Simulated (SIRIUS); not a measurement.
# SrCl2 (Fm-3m) in SIRIUS: reference runs, part 4 of 4

SIRIUS 7.12.0. The steps go on from the part before.

## 10. Single point, PBEsol (atoms moved at random)

The input, sirius.json:

```json
{
  "control": {
    "processing_unit": "cpu",
    "std_evp_solver_name": "lapack",
    "gen_evp_solver_name": "lapack",
    "verbosity": 2,
    "print_forces": true,
    "ortho_rf": true,
    "use_second_variation": true,
    "rmt_max": 3.0,
    "num_bands_to_print": 24,
    "save_wf": true
  },
  "parameters": {
    "electronic_structure_method": "full_potential_lapwlo",
    "xc_functionals": ["XC_GGA_X_PBE_SOL", "XC_GGA_C_PBE_SOL"],
    "core_relativity": "dirac",
    "valence_relativity": "iora",
    "num_fv_states": 31,
    "smearing": "fermi_dirac",
    "smearing_width": 0.0018374661,
    "pw_cutoff": 20,
    "gk_cutoff": 3.41,
    "lmax_apw": 10,
    "lmax_rho": 8,
    "lmax_pot": 8,
    "num_mag_dims": 0,
    "auto_rmt": 0,
    "ngridk": [7, 7, 7],
    "shiftk": [0, 0, 0],
    "num_dft_iter": 80,
    "energy_tol": 1e-07,
    "density_tol": 1e-05,
    "use_symmetry": true
  },
  "settings": {"tol_ne": 1e-10},
  "iterative_solver": {"type": "exact"},
  "mixer": {"type": "anderson", "beta": 0.5, "max_history": 8},
  "unit_cell": {
    "lattice_vectors": [[0.0, 6.5920261268, 6.5920261268], [6.5920261268, 0.0, 6.5920261268], [6.5920261268, 6.5920261268, 0.0]],
    "atom_types": ["Cl", "Sr"],
    "atom_files": {"Cl": "Cl.json", "Sr": "Sr.json"},
    "atoms": {
      "Cl": [[0.749412, 0.755929, 0.748805], [0.260375, 0.250314, 0.244468]],
      "Sr": [[-0.009724, -0.000224, -0.000708]]
    }
  }
}
```

The input, Cl.json:

```json
{
  "name": "chlorine",
  "symbol": "Cl",
  "number": 17,
  "mass": 35.453,
  "rmin": 1e-06,
  "rmt": 2.29,
  "nrmt": 800,
  "rinf": 12.23,
  "core": "1s2s",
  "valence": [
    {"basis": [{"enu": -0.17, "dme": 0, "n": 0, "auto": 0}, {"enu": -0.17, "dme": 1, "n": 0, "auto": 0}]},
    {"l": 0, "n": 1, "basis": [{"enu": -0.2399, "dme": 0, "n": 0, "auto": 0}]},
    {"l": 1, "n": 2, "basis": [{"enu": -0.07, "dme": 0, "n": 0, "auto": 0}]},
    {"l": 2, "n": 3, "basis": [{"enu": -0.07, "dme": 0, "n": 0, "auto": 0}]},
    {"l": 3, "n": 4, "basis": [{"enu": -0.07, "dme": 0, "n": 0, "auto": 0}]}
  ],
  "lo": [
    {
      "l": 0,
      "basis": [{"enu": -0.2399, "dme": 0, "n": 0, "auto": 0}, {"enu": -0.2399, "dme": 1, "n": 0, "auto": 0}]
    },
    {
      "l": 0,
      "basis": [{"enu": -0.2399, "dme": 1, "n": 0, "auto": 0}, {"enu": -0.2399, "dme": 2, "n": 0, "auto": 0}]
    },
    {
      "l": 0,
      "basis": [{"enu": -0.2399, "dme": 0, "n": 0, "auto": 0}, {"enu": 2.0484, "dme": 0, "n": 0, "auto": 0}]
    },
    {"l": 1, "basis": [{"enu": -0.07, "dme": 0, "n": 0, "auto": 0}, {"enu": -0.07, "dme": 1, "n": 0, "auto": 0}]},
    {"l": 1, "basis": [{"enu": -0.07, "dme": 1, "n": 0, "auto": 0}, {"enu": -0.07, "dme": 2, "n": 0, "auto": 0}]},
    {
      "l": 1,
      "basis": [{"enu": -6.789, "dme": 0, "n": 2, "auto": 1}, {"enu": -6.789, "dme": 1, "n": 2, "auto": 1}]
    },
    {
      "l": 1,
      "basis": [{"enu": -0.07, "dme": 0, "n": 0, "auto": 0}, {"enu": 2.5615, "dme": 0, "n": 0, "auto": 0}]
    },
    {"l": 2, "basis": [{"enu": -0.07, "dme": 0, "n": 0, "auto": 0}, {"enu": -0.07, "dme": 1, "n": 0, "auto": 0}]},
    {"l": 2, "basis": [{"enu": -0.07, "dme": 1, "n": 0, "auto": 0}, {"enu": -0.07, "dme": 2, "n": 0, "auto": 0}]},
    {
      "l": 2,
      "basis": [{"enu": -0.07, "dme": 0, "n": 0, "auto": 0}, {"enu": 2.9048, "dme": 0, "n": 0, "auto": 0}]
    },
    {"l": 3, "basis": [{"enu": -0.07, "dme": 0, "n": 0, "auto": 0}, {"enu": -0.07, "dme": 1, "n": 0, "auto": 0}]}
  ],
  "free_atom": [... radial grid and density of the free atom, the start of the SCF ...]
}
```

The input, Sr.json:

```json
{
  "name": "strontium",
  "symbol": "Sr",
  "number": 38,
  "mass": 87.62,
  "rmin": 1e-06,
  "rmt": 2.54,
  "nrmt": 800,
  "rinf": 19.56,
  "core": "1s2s2p3s3p",
  "valence": [
    {"basis": [{"enu": -0.17, "dme": 0, "n": 0, "auto": 0}, {"enu": -0.17, "dme": 1, "n": 0, "auto": 0}]},
    {"l": 0, "n": 1, "basis": [{"enu": -0.07, "dme": 0, "n": 0, "auto": 0}]},
    {"l": 1, "n": 2, "basis": [{"enu": -0.07, "dme": 0, "n": 0, "auto": 0}]},
    {"l": 2, "n": 3, "basis": [{"enu": -0.07, "dme": 0, "n": 0, "auto": 0}]},
    {"l": 3, "n": 4, "basis": [{"enu": -0.07, "dme": 0, "n": 0, "auto": 0}]}
  ],
  "lo": [
    {"l": 0, "basis": [{"enu": -0.07, "dme": 0, "n": 0, "auto": 0}, {"enu": -0.07, "dme": 1, "n": 0, "auto": 0}]},
    {
      "l": 0,
      "basis": [{"enu": -1.4375, "dme": 0, "n": 4, "auto": 1}, {"enu": -1.4375, "dme": 1, "n": 4, "auto": 1}]
    },
    {
      "l": 0,
      "basis": [{"enu": -1.4375, "dme": 1, "n": 4, "auto": 1}, {"enu": -0.07, "dme": 0, "n": 0, "auto": 0}]
    },
    {"l": 0, "basis": [{"enu": -0.07, "dme": 0, "n": 0, "auto": 0}, {"enu": 2.41, "dme": 0, "n": 0, "auto": 0}]},
    {"l": 1, "basis": [{"enu": -0.07, "dme": 0, "n": 0, "auto": 0}, {"enu": -0.07, "dme": 1, "n": 0, "auto": 0}]},
    {
      "l": 1,
      "basis": [{"enu": -0.7765, "dme": 0, "n": 4, "auto": 1}, {"enu": -0.7765, "dme": 1, "n": 4, "auto": 1}]
    },
    {
      "l": 1,
      "basis": [{"enu": -0.7765, "dme": 1, "n": 4, "auto": 1}, {"enu": -0.07, "dme": 0, "n": 0, "auto": 0}]
    },
    {"l": 1, "basis": [{"enu": -0.07, "dme": 0, "n": 0, "auto": 0}, {"enu": 2.782, "dme": 0, "n": 0, "auto": 0}]},
    {"l": 2, "basis": [{"enu": -0.07, "dme": 0, "n": 0, "auto": 0}, {"enu": -0.07, "dme": 1, "n": 0, "auto": 0}]},
    {
      "l": 2,
      "basis": [{"enu": -4.6514, "dme": 0, "n": 3, "auto": 1}, {"enu": -4.6514, "dme": 1, "n": 3, "auto": 1}]
    },
    {
      "l": 2,
      "basis": [{"enu": -4.6514, "dme": 1, "n": 3, "auto": 1}, {"enu": -0.07, "dme": 0, "n": 0, "auto": 0}]
    },
    {"l": 2, "basis": [{"enu": -0.07, "dme": 0, "n": 0, "auto": 0}, {"enu": 3.154, "dme": 0, "n": 0, "auto": 0}]},
    {"l": 3, "basis": [{"enu": -0.07, "dme": 0, "n": 0, "auto": 0}, {"enu": -0.07, "dme": 1, "n": 0, "auto": 0}]},
    {"l": 3, "basis": [{"enu": -0.07, "dme": 0, "n": 0, "auto": 0}, {"enu": 2.627, "dme": 0, "n": 0, "auto": 0}]}
  ],
  "free_atom": [... radial grid and density of the free atom, the start of the SCF ...]
}
```

The input, sirius_start.json:

```json
{
  "control": {
    "processing_unit": "cpu",
    "std_evp_solver_name": "lapack",
    "gen_evp_solver_name": "lapack",
    "verbosity": 1,
    "print_forces": false,
    "ortho_rf": true,
    "use_second_variation": true,
    "rmt_max": 3.0,
    "num_bands_to_print": 24,
    "save_wf": false
  },
  "parameters": {
    "electronic_structure_method": "full_potential_lapwlo",
    "xc_functionals": ["XC_LDA_X", "XC_LDA_C_PW"],
    "core_relativity": "dirac",
    "valence_relativity": "iora",
    "num_fv_states": 31,
    "smearing": "fermi_dirac",
    "smearing_width": 0.0055123983,
    "pw_cutoff": 20,
    "gk_cutoff": 2.72,
    "lmax_apw": 10,
    "lmax_rho": 8,
    "lmax_pot": 8,
    "num_mag_dims": 0,
    "auto_rmt": 0,
    "ngridk": [3, 3, 3],
    "shiftk": [0, 0, 0],
    "num_dft_iter": 30,
    "energy_tol": 0.01,
    "density_tol": 0.05,
    "use_symmetry": true
  },
  "settings": {"tol_ne": 1e-10},
  "iterative_solver": {"type": "exact"},
  "mixer": {"type": "anderson", "beta": 0.5, "max_history": 8},
  "unit_cell": {
    "lattice_vectors": [[0.0, 6.5920261268, 6.5920261268], [6.5920261268, 0.0, 6.5920261268], [6.5920261268, 6.5920261268, 0.0]],
    "atom_types": ["Cl", "Sr"],
    "atom_files": {"Cl": "Cl.json", "Sr": "Sr.json"},
    "atoms": {
      "Cl": [[0.749412, 0.755929, 0.748805], [0.260375, 0.250314, 0.244468]],
      "Sr": [[-0.009724, -0.000224, -0.000708]]
    }
  }
}
```

Potentials or basis: all-electron FP-LAPW, apw+lo standard.

The run is started by

```sh
> OMP_NUM_THREADS=1 sirius.scf --input=sirius_start.json --output=start.json
> OMP_NUM_THREADS=1 sirius.scf --input=sirius.json --output=output.json --task=1
```

Standard output:

```text
[info] SIRIUS version : 7.12.0
[info] number of MPI ranks           : 1
[info] MPI grid                      : 1 1
[info] maximum number of OMP threads : 1
[fft] FFT context for density and potential
[fft] =====================================
[fft]   plane wave cutoff                     : 20
[fft]   grid size                             : 64 64 64   total : 262144
[fft]   grid limits                           : -31 32   -31 32   -31 32
[fft]   number of G-vectors within the cutoff : 77377
[fft]   number of G-shells                    : 1961
[fft] FFT context for coarse grid
[fft] =====================================
[fft]   plane wave cutoff                     : 6.82
[fft]   grid size                             : 24 24 24   total : 13824
[fft]   grid limits                           : -11 12   -11 12   -11 12
[fft]   number of G-vectors within the cutoff : 3119
[fft]   number of G-shells                    : 111
[unit cell] lattice vectors
[unit cell]   a1 :       0.0000000000      6.5920261268      6.5920261268
[unit cell]   a2 :       6.5920261268      0.0000000000      6.5920261268
[unit cell]   a3 :       6.5920261268      6.5920261268      0.0000000000
[unit cell] reciprocal lattice vectors
[unit cell]   b1 :      -0.4765746666      0.4765746666      0.4765746666
[unit cell]   b2 :       0.4765746666     -0.4765746666      0.4765746666
[unit cell]   b3 :       0.4765746666      0.4765746666     -0.4765746666
[unit cell] unit cell volume :       572.91046536 [a.u.^3]
[unit cell] 1/sqrt(omega)    :         0.04177886
[unit cell] MT volume        :       169.24824415 (29.54%)
[unit cell] IT volume        :       403.66222121 (70.46%)
[unit cell] number of atom types : 2
[unit cell] type id : 0 symbol : Cl mt_radius :   2.290000 num_atoms : 2
[unit cell] type id : 1 symbol : Sr mt_radius :   2.540000 num_atoms : 1
[unit cell] total number of atoms : 3
[unit cell] number of symmetry classes : 3
[unit cell] atom id  type id  class id             position                      vector_field
[unit cell] ------------------------------------------------------------------------------------------
[unit cell]      0        0        0      0.74941   0.75593   0.74881      0.00000   0.00000   0.00000
[unit cell]      1        0        1      0.26038   0.25031   0.24447      0.00000   0.00000   0.00000
[... 506 lines left out ...]
[diagonalize] ik:  171   -6.691166   -6.691157   -6.691107   -6.691096   -6.691054   -6.691030   -4.383253   -4.383250   -4.383169   -4.383155   -4.383119   -1.181965   -0.531541   -0.524000   -0.521937   -0.449717   -0.438501   -0.053289   -0.043501   -0.036833   -0.018297   -0.015554   -0.002362    0.254216
[generate_core_charge_density] atom class : 0
[generate_core_charge_density]   n,l,k : 1 0 1  energy :        -100.59714745
[generate_core_charge_density]   n,l,k : 2 0 1  energy :          -8.92498492
[generate_core_charge_density] atom class : 1
[generate_core_charge_density]   n,l,k : 1 0 1  energy :        -100.59712043
[generate_core_charge_density]   n,l,k : 2 0 1  energy :          -8.92497182
[generate_core_charge_density] atom class : 2
[generate_core_charge_density]   n,l,k : 1 0 1  energy :        -584.74966659
[generate_core_charge_density]   n,l,k : 2 0 1  energy :         -78.89773783
[generate_core_charge_density]   n,l,k : 2 1 1  energy :         -71.78933156
[generate_core_charge_density]   n,l,k : 2 1 2  energy :         -69.27780666
[generate_core_charge_density]   n,l,k : 3 0 1  energy :         -11.92419612
[... 24 lines left out ...]
[find] valence_eval_sum               :    -131.40955681
[find] core_eval_sum                  :   -2264.20230007
[find] kinetic energy                 :    4198.83488118
[find] enuc                           :   -4946.87195765
[find] <rho|V^{XC}>                   :    -207.50804325
[find] <rho|E^{XC}>                   :    -158.33476016
[find] <mag|B^{XC}>                   :       0.00000000
[find] <rho|V^{H}>                    :   -6386.93869461
[find] smearing (-TS)                 :       0.00000000
[find] SCF correction                 :       0.00005971
[find] Total energy                   :   -4099.84112423 (Ha),   -8199.68224846 (Ry)
[find] Free energy (E-TS)             :   -4099.84112423 (Ha),   -8199.68224846 (Ry)
[find] band gap (eV)                  :       5.17368026
[find] Efermi                         :       0.11169594
[find] iteration : 6, RMS (target) : 3.0582e-06 (1.0000e-05) , energy difference (target) : 1.0215e-08 (1.0000e-07)
[find] converged after 7 SCF iterations!
[find] Charges and magnetic moments
[find] --------------------------------------------------------------------------------
[find] atom      charge    core leakage
[find] --------------------------------------------------------------------------------
[find]    0   15.922700    6.288474e-07
[find]    1   15.923095    6.288849e-07
[find]    2   35.829993    3.680810e-07
[find] total core leakage    : 1.62581332e-06
[find] interstitial charge   : 4.324209
[find] total charge          : 71.999998
[find] Energy
[find] --------------------------------------------------------------------------------
[find] valence_eval_sum               :    -131.40955681
[find] core_eval_sum                  :   -2264.20230007
[find] kinetic energy                 :    4198.83488118
[find] enuc                           :   -4946.87195765
[find] <rho|V^{XC}>                   :    -207.50804325
[find] <rho|E^{XC}>                   :    -158.33476016
[find] <mag|B^{XC}>                   :       0.00000000
[find] <rho|V^{H}>                    :   -6386.93869461
[find] smearing (-TS)                 :       0.00000000
[find] SCF correction                 :       0.00005971
[find] Total energy                   :   -4099.84112423 (Ha),   -8199.68224846 (Ry)
[find] Free energy (E-TS)             :   -4099.84112423 (Ha),   -8199.68224846 (Ry)
[find] band gap (eV)                  :       5.17368026
[find] Efermi                         :       0.11169594
[ground_state]
[ground_state] ==== total Forces in Ha/bohr =====
[ground_state] atom:    0, force:      -0.0015100     -0.0002292     -0.0008407
[ground_state] atom:    1, force:       0.0016144     -0.0019768     -0.0022736
[ground_state] atom:    2, force:      -0.0001038      0.0022462      0.0031747
[ground_state] ==== contribution from density =====
[ground_state] atom:    0, force:      -0.0024916      0.0005258     -0.0001412
[ground_state] atom:    1, force:       0.0025358     -0.0023951     -0.0025193
[ground_state] atom:    2, force:       0.0001078      0.0042519      0.0062394
[ground_state] ==== contribution from Hartree potential =====
[ground_state] atom:    0, force:       0.0008551     -0.0034061     -0.0044506
[ground_state] atom:    1, force:      -0.0007677     -0.0019658     -0.0033037
[ground_state] atom:    2, force:      -0.0002667     -0.0010686     -0.0017537
[ground_state] ==== contribution from IBS =====
[ground_state] atom:    0, force:       0.0001266      0.0026510      0.0037511
[ground_state] atom:    1, force:      -0.0001537      0.0023841      0.0035494
[ground_state] atom:    2, force:       0.0000551     -0.0009372     -0.0013109
```

It took 7.1 min on 1 thread of Intel Xeon Platinum 8488C (Sapphire Rapids), shared host; peak memory 1.4 GiB.

What came out:

```
Free energy                                       : -111562.3604 eV
Largest force                                     : 0.200 eV/Å
Band gap on the k mesh                            : 5.17 eV, indirect (least direct gap 5.49 eV)
All electrons inside the program's atomic spheres : Sr 35.83; Cl 15.92 (radii Cl 2.29, Sr 2.54 bohr)
```

Forces on the atoms (eV/Å):
```
Sr  -0.005  0.116  0.163
Cl  -0.078 -0.012 -0.043
Cl   0.083 -0.102 -0.117
```

Levels at points of the mesh, in eV from the valence-band top:
```csv
k point,band 19,band 20,band 21,band 22,band 23,band 24,band 25,band 26,band 27,band 28
"(0.00, 0.00, 0.00)",-2.13,-2.12,-0.32,-0.31,-0.31,5.17,6.01,6.03,8.78,8.78
```

Caveat: an odd mesh through Γ misses points on the zone boundary, where band edges often lie.

## 11. The runs side by side

| task | cell | reference energy of the basis | start of the SCF | gap on the mesh (eV) |
| --- | --- | --- | --- | --- |
| single point | as given | 0.03 Ha | LDA density | 5.18 |
| equation of state | as given | - | - | - |
| single point | atoms moved at random | 0.03 Ha | LDA density | 5.17 |

Alike in all rows: level PBEsol; potentials or basis all-electron FP-LAPW, apw+lo standard; no spin polarisation; k mesh 7 × 7 × 7; cutoff (eV) 158; smearing fermi-dirac 0.05 eV.

Caveats: an odd mesh through Γ misses points on the zone boundary, where band edges often lie (some runs).

Compare energies only between runs with the same functional and basis.
